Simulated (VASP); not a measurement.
# AlP (F-43m) in VASP: notebook, part 2 of 2

VASP 6.6.1. The steps go on from the part before.

## (4) Single point, r2SCAN

The input, POSCAR:

```
AlP
1.0
    0.0000000000      2.7534005762      2.7534005762
    2.7534005762      0.0000000000      2.7534005762
    2.7534005762      2.7534005762      0.0000000000
Al P
1 1
Direct
    0.0000000000      0.0000000000      0.0000000000
    0.2500000000      0.2500000000      0.2500000000
```

The input, INCAR.step1:

```
  PREC = Accurate
  ENCUT = 550
  ISMEAR = 0
  SIGMA = 0.02
  LREAL = F
  LASPH = T
  NELM = 120
  NBANDS = 11
  GGA = PE
  ALGO = Normal
  EDIFF = 1E-5
  LWAVE = T
  LCHARG = F
  GGA_COMPAT = F
```

The input, INCAR.step2:

```
  PREC = Accurate
  ENCUT = 550
  EDIFF = 1E-6
  ISMEAR = 0
  SIGMA = 0.02
  LREAL = F
  LASPH = T
  NELM = 120
  ALGO = Normal
  ISIF = 2
  LWAVE = F
  LCHARG = F
  METAGGA = R2SCAN
  LMIXTAU = T
  NBANDS = 11
  ISTART = 1
  GGA_COMPAT = F
```

The input, KPOINTS:

```
Automatic mesh
0
Gamma
  8 8 8
```

Potentials or basis: VASP PAW PBE potentials, release 64 (Al, P).

Started as:

```bash
cat potpaw_PBE.64/Al/POTCAR potpaw_PBE.64/P/POTCAR > POTCAR
cp INCAR.step1 INCAR
mpirun -np 1 vasp_std > vasp.out
cp INCAR.step2 INCAR
mpirun -np 1 vasp_std > vasp.out
```

OUTCAR:

```text
PREC = Accurate
   ENCUT = 550
   EDIFF = 1E-6
   ISMEAR = 0
   LREAL = F
   LASPH = T
   NELM = 120
   ISIF = 2
   METAGGA = R2SCAN
   ISTART = 1

 ion  position               nearest neighbor table
   1  0.000  0.000  0.000-   2 2.38   2 2.38   2 2.38   2 2.38
   2  0.250  0.250  0.250-   1 2.38   1 2.38   1 2.38   1 2.38

  LATTYP: Found a face centered cubic cell.
 ALAT       =     5.5068011524

  Lattice vectors:

 A1 = (   0.0000000000,   2.7534005762,   2.7534005762)
 A2 = (   2.7534005762,   0.0000000000,   2.7534005762)
 A3 = (   2.7534005762,   2.7534005762,   0.0000000000)

Analysis of symmetry for initial positions (statically):
=====================================================================
 Subroutine PRICEL returns:
 Original cell was already a primitive cell.

 Routine SETGRP: Setting up the symmetry group for a
 face centered cubic supercell.

 Subroutine GETGRP returns: Found 24 space group operations
 (whereof 24 operations were pure point group operations)
 out of a pool of 48 trial point group operations.

The static configuration has the point symmetry T_d .

Analysis of symmetry for dynamics (positions and initial velocities):
=====================================================================
 Subroutine PRICEL returns:
 Original cell was already a primitive cell.

 Routine SETGRP: Setting up the symmetry group for a
 face centered cubic supercell.

 Subroutine GETGRP returns: Found 24 space group operations
 (whereof 24 operations were pure point group operations)
 out of a pool of 48 trial point group operations.

The dynamic configuration has the point symmetry T_d .

 Subroutine INISYM returns: Found 24 space group operations
 (whereof 24 operations are pure point group operations),
 and found     1 'primitive' translations

----------------------------------------------------------------------------------------

                                     Primitive cell

[... 117 lines left out ...]
   AEXX    =    0.0000 exact exchange contribution
   IVDW    =     0    specifies the selected vdW correction
   LEPSILON=     F    determine dielectric tensor
   LRPA    =     F    only Hartree local field effects (RPA)
 non-spin polarized calculation
 Gauss-broadening in eV      SIGMA  =   0.02
  energy-cutoff  :      550.00
  volume of cell :       41.75
 maximum number of plane-waves:      1243
 NGX is ok and might be reduce to    30
   NGX = 15   NGY = 15   NGZ = 15

 number of electron       8.0000000 magnetization

 Free energy of the ion-electron system (eV)
  ---------------------------------------------------
  ext. energy  EPLUGINS =         0.00000000
  ---------------------------------------------------
  free energy    TOTEN  =       -17.20558235 eV

  energy without entropy =      -17.20558235  energy(sigma->0) =      -17.20558235

 E-fermi :   4.2868     XC(G=0):  -9.5298

 val. band max:        4.1754554335   @ k =   0.0000   0.0000   0.0000
 cond. band min:       6.1314891785   @ k =   0.5000   0.5000   0.0000
 fundamental gap:      1.9560337450
 Fermi energy:         4.2867740587

 k-point     1 :       0.0000    0.0000    0.0000
  band No.  band energies     occupation
      1      -7.6652      2.00000
      2       4.1755      2.00000
      3       4.1755      2.00000
      4       4.1755      2.00000
      5       7.9435      0.00000
      6       9.1128      0.00000
      7       9.1128      0.00000
      8       9.1128      0.00000
      9      13.4566      0.00000
     10      13.4566      0.00000
     11      15.1773      0.00000
[... 309 lines left out ...]
 k-point    24 :      -0.3750    0.2500    0.1250
  band No.  band energies     occupation
      1      -5.6696      2.00000
      2      -1.0208      2.00000
      3       1.5851      2.00000
      4       2.6888      2.00000
      5       8.5134      0.00000
      6       9.1284      0.00000
      7      11.5228      0.00000
      8      12.3637      0.00000
      9      13.7400      0.00000
     10      16.2861      0.00000
     11      17.5553      0.00000

 [... further k-points ...]

------------------------ aborting loop because EDIFF is reached ----------------------------------------

  FORCE on cell =-STRESS in cart. coord.  units (eV):
  Direction    XX          YY          ZZ          XY          YZ          ZX
  --------------------------------------------------------------------------------------
  -------------------------------------------------------------------------------------
  Total       -0.4280220     -0.4280220     -0.4280220      0.0000000      0.0000000      0.0000000
  in kB      -16.4262504    -16.4262504    -16.4262504      0.0000000      0.0000000      0.0000000
  external PRESSURE =     -16.4262504 kB  Pullay stress =       0.0000000 kB

 VOLUME and BASIS-vectors are now :
 -----------------------------------------------------------------------------
  energy-cutoff  :      550.00
  volume of cell :       41.75
      direct lattice vectors                 reciprocal lattice vectors
     0.000000000  2.753400576  2.753400576    -0.181593628  0.181593628  0.181593628
     2.753400576  0.000000000  2.753400576     0.181593628 -0.181593628  0.181593628
     2.753400576  2.753400576  0.000000000     0.181593628  0.181593628 -0.181593628

 POSITION                                       TOTAL-FORCE (eV/Angst)
 -----------------------------------------------------------------------------------
      0.00000      0.00000      0.00000         0.000000      0.000000      0.000000
      1.37670      1.37670      1.37670        -0.000000     -0.000000     -0.000000
 -----------------------------------------------------------------------------------
    total drift:                                0.000000      0.000000      0.000000

  FREE ENERGIE OF THE ION-ELECTRON SYSTEM (eV)
  ---------------------------------------------------
  free  energy   TOTEN  =       -17.2055823486 eV

  energy  without entropy=      -17.2055823486  energy(sigma->0) =      -17.20558235
```

OSZICAR.step1:

```text
N       E                     dE             d eps       ncg     rms          rms(c)
DAV:   1     0.134644598749E+02    0.13464E+02   -0.31901E+03   638   0.585E+02
DAV:   2    -0.966373348222E+01   -0.23128E+02   -0.21464E+02   812   0.914E+01
DAV:   3    -0.107093585011E+02   -0.10456E+01   -0.10425E+01   816   0.185E+01
DAV:   4    -0.107185963171E+02   -0.92378E-02   -0.92369E-02   761   0.213E+00
DAV:   5    -0.107187626311E+02   -0.16631E-03   -0.16631E-03   804   0.276E-01    0.441E+00
DAV:   6    -0.104163726100E+02    0.30239E+00   -0.62422E-01   719   0.291E+00    0.279E+00
DAV:   7    -0.103763530770E+02    0.40020E-01   -0.21081E-01   771   0.186E+00    0.141E+00
DAV:   8    -0.103768417894E+02   -0.48871E-03   -0.14920E-02   723   0.595E-01    0.238E-01
DAV:   9    -0.103767638468E+02    0.77943E-04   -0.72020E-04   765   0.148E-01    0.983E-02
DAV:  10    -0.103769295088E+02   -0.16566E-03   -0.24266E-04   719   0.816E-02    0.121E-02
DAV:  11    -0.103769345648E+02   -0.50559E-05   -0.24313E-05   790   0.225E-02
   1 F= -.10376935E+02 E0= -.10376935E+02  d E =-.119956E-18
```

Wall time 3 min (1 thread of Intel Xeon 8259CL, shared host); peak memory 0.14 GiB.

What came out:

* Free energy: -17.2056 eV
* Pressure: -1.6 GPa
* Band gap on the k mesh: 1.96 eV (least direct gap 3.77 eV)

Caveat: the PAW data sets were made with another functional, which shifts forces and pressure a little. A k mesh can miss the band edges.

## (5) Single point, r2SCAN

POSCAR is that of step 4.

The input, INCAR.step1:

```
SYSTEM = AlP
PREC = Accurate
ENCUT = 550
ISMEAR = -1
SIGMA = 0.02
LREAL = .FALSE.
LASPH = .TRUE.
NELM = 120
NBANDS = 11
GGA = PE
ALGO = Normal
EDIFF = 1E-5
LWAVE = .TRUE.
LCHARG = .FALSE.
GGA_COMPAT = .FALSE.
```

The input, INCAR.step2:

```
SYSTEM = AlP
PREC = Accurate
ENCUT = 550
EDIFF = 1E-6
ISMEAR = -1
SIGMA = 0.02
LREAL = .FALSE.
LASPH = .TRUE.
NELM = 120
ALGO = Normal
ISIF = 2
LWAVE = .FALSE.
LCHARG = .FALSE.
METAGGA = R2SCAN
LMIXTAU = .TRUE.
NBANDS = 11
ISTART = 1
GGA_COMPAT = .FALSE.
```

The input, KPOINTS:

```
regular mesh
0
G
  8 8 8
  0 0 0
```

Potentials or basis: VASP PAW PBE potentials, release 64 (Al, P).

Started as:

```bash
cat potpaw_PBE.64/Al/POTCAR potpaw_PBE.64/P/POTCAR > POTCAR
cp INCAR.step1 INCAR
mpirun -np 1 vasp_std > vasp.out
cp INCAR.step2 INCAR
mpirun -np 1 vasp_std > vasp.out
```

OUTCAR:

```text
SYSTEM = AlP
   PREC = Accurate
   ENCUT = 550
   EDIFF = 1E-6
   ISMEAR = -1
   LREAL = .FALSE.
   LASPH = .TRUE.
   NELM = 120
   ISIF = 2
   METAGGA = R2SCAN
   ISTART = 1

 ion  position               nearest neighbor table
   1  0.000  0.000  0.000-   2 2.38   2 2.38   2 2.38   2 2.38
   2  0.250  0.250  0.250-   1 2.38   1 2.38   1 2.38   1 2.38

  LATTYP: Found a face centered cubic cell.
 ALAT       =     5.5068011524

  Lattice vectors:

 A1 = (   0.0000000000,   2.7534005762,   2.7534005762)
 A2 = (   2.7534005762,   0.0000000000,   2.7534005762)
 A3 = (   2.7534005762,   2.7534005762,   0.0000000000)

Analysis of symmetry for initial positions (statically):
=====================================================================
 Subroutine PRICEL returns:
 Original cell was already a primitive cell.

 Routine SETGRP: Setting up the symmetry group for a
 face centered cubic supercell.

 Subroutine GETGRP returns: Found 24 space group operations
 (whereof 24 operations were pure point group operations)
 out of a pool of 48 trial point group operations.

[... 163 lines left out ...]

 val. band max:        4.1754554335   @ k =   0.0000   0.0000   0.0000
 cond. band min:       6.1314891785   @ k =   0.5000   0.5000   0.0000
 fundamental gap:      1.9560337450
 Fermi energy:         4.5678180359

 k-point     1 :       0.0000    0.0000    0.0000
  band No.  band energies     occupation
      1      -7.6652      2.00000
      2       4.1755      2.00000
      3       4.1755      2.00000
      4       4.1755      2.00000
      5       7.9435      0.00000
      6       9.1128      0.00000
      7       9.1128      0.00000
      8       9.1128      0.00000
      9      13.4566      0.00000
     10      13.4566      0.00000
     11      15.1773      0.00000
[... 309 lines left out ...]
 k-point    24 :      -0.3750    0.2500    0.1250
  band No.  band energies     occupation
      1      -5.6696      2.00000
      2      -1.0208      2.00000
      3       1.5851      2.00000
      4       2.6888      2.00000
      5       8.5134      0.00000
      6       9.1284      0.00000
      7      11.5228      0.00000
      8      12.3637      0.00000
      9      13.7400      0.00000
     10      16.2861      0.00000
     11      17.5553      0.00000

 [... further k-points ...]
[... 5 lines left out ...]
  --------------------------------------------------------------------------------------
  -------------------------------------------------------------------------------------
  Total       -0.4280220     -0.4280220     -0.4280220      0.0000000      0.0000000     -0.0000000
  in kB      -16.4262504    -16.4262504    -16.4262504      0.0000000      0.0000000     -0.0000000
  external PRESSURE =     -16.4262504 kB  Pullay stress =       0.0000000 kB

 VOLUME and BASIS-vectors are now :
 -----------------------------------------------------------------------------
  energy-cutoff  :      550.00
  volume of cell :       41.75
      direct lattice vectors                 reciprocal lattice vectors
     0.000000000  2.753400576  2.753400576    -0.181593628  0.181593628  0.181593628
     2.753400576  0.000000000  2.753400576     0.181593628 -0.181593628  0.181593628
     2.753400576  2.753400576  0.000000000     0.181593628  0.181593628 -0.181593628

 POSITION                                       TOTAL-FORCE (eV/Angst)
 -----------------------------------------------------------------------------------
      0.00000      0.00000      0.00000         0.000000     -0.000000      0.000000
      1.37670      1.37670      1.37670        -0.000000      0.000000     -0.000000
 -----------------------------------------------------------------------------------
    total drift:                                0.000000      0.000000      0.000000

  FREE ENERGIE OF THE ION-ELECTRON SYSTEM (eV)
  ---------------------------------------------------
  free  energy   TOTEN  =       -17.2055823487 eV

  energy  without entropy=      -17.2055823487  energy(sigma->0) =      -17.20558235
```

OSZICAR.step1:

```text
N       E                     dE             d eps       ncg     rms          rms(c)
DAV:   1     0.134638082100E+02    0.13464E+02   -0.31901E+03   638   0.585E+02
DAV:   2    -0.966373348227E+01   -0.23128E+02   -0.21466E+02   812   0.914E+01
DAV:   3    -0.107093585011E+02   -0.10456E+01   -0.10425E+01   816   0.185E+01
DAV:   4    -0.107185963171E+02   -0.92378E-02   -0.92369E-02   761   0.213E+00
DAV:   5    -0.107187626311E+02   -0.16631E-03   -0.16631E-03   804   0.276E-01    0.441E+00
DAV:   6    -0.104163726100E+02    0.30239E+00   -0.62422E-01   719   0.291E+00    0.279E+00
DAV:   7    -0.103763530774E+02    0.40020E-01   -0.21081E-01   771   0.186E+00    0.141E+00
DAV:   8    -0.103768417896E+02   -0.48871E-03   -0.14920E-02   723   0.595E-01    0.238E-01
DAV:   9    -0.103767638470E+02    0.77943E-04   -0.72020E-04   765   0.148E-01    0.983E-02
DAV:  10    -0.103769295090E+02   -0.16566E-03   -0.24266E-04   719   0.816E-02    0.121E-02
DAV:  11    -0.103769345649E+02   -0.50559E-05   -0.24313E-05   790   0.225E-02
   1 F= -.10376935E+02 E0= -.10376935E+02  d E =-.135194E-10
```

Wall time 2.8 min (1 thread of Intel Xeon 8259CL, shared host); peak memory 0.14 GiB.

Results:

```yaml
Free_energy: -17.2056 eV
Pressure: -1.6 GPa
Band_gap_on_the_k_mesh: 1.96 eV (least direct gap 3.77 eV)
```

Levels at points of the mesh, in eV from the valence-band top:
| k point | band 2 | band 3 | band 4 | band 5 | band 6 | band 7 |
| --- | --- | --- | --- | --- | --- | --- |
| (0.00, 0.00, 0.00) | 0.00 | 0.00 | 0.00 | 3.77 | 4.94 | 4.94 |
| (0.50, 0.00, 0.00) | -5.56 | -0.78 | -0.78 | 3.22 | 5.21 | 5.21 |
| (0.50, 0.50, 0.00) | -5.34 | -2.13 | -2.13 | 1.96 | 2.85 | 11.76 |

Caveat: the PAW data sets were made with another functional, which shifts forces and pressure a little. A k mesh can miss the band edges.

## (6) Summary

| level | cutoff (eV) | smearing | gap on the mesh (eV) | pressure (GPa) |
| --- | --- | --- | --- | --- |
| PBE | 500 | gaussian 0.02 eV | 1.63 | 0.0 |
| PBEsol | 500 | gaussian 0.02 eV | 1.49 | -1.6 |
| r2SCAN | 550 | gaussian 0.02 eV | 1.96 | -1.6 |
| r2SCAN | 550 | fermi-dirac 0.02 eV | 1.96 | -1.6 |

Alike in all rows: task single point; potentials or basis VASP PAW PBE potentials, release 64 (Al, P); no spin polarisation; cell as given; k mesh 8 × 8 × 8.

On the cell as given the gap runs from 1.49 eV (PBEsol) to 1.96 eV (r2SCAN). The pressure there spans -1.6 GPa (r2SCAN) to 0.0 GPa (PBE); a positive pressure means that this level wants a larger cell, a negative one a smaller.

Caveats: the PAW data sets were made with another functional, which shifts forces and pressure a little (at least some runs).

Total energies depend on the potentials used, so only differences within one code and one set of settings carry meaning.

## (7) Comparison with measurements

Step 2. Against the measured gap of AlP, 2.505 eV (indirect; 4.2 K; a printed reference work, data compilation), the calculated 1.63 eV is off by -0.88 eV. The value is that of PBE on a finite k mesh, which can miss the band edges, without temperature or zero-point motion. Semilocal functionals fall short of measured gaps as a rule.
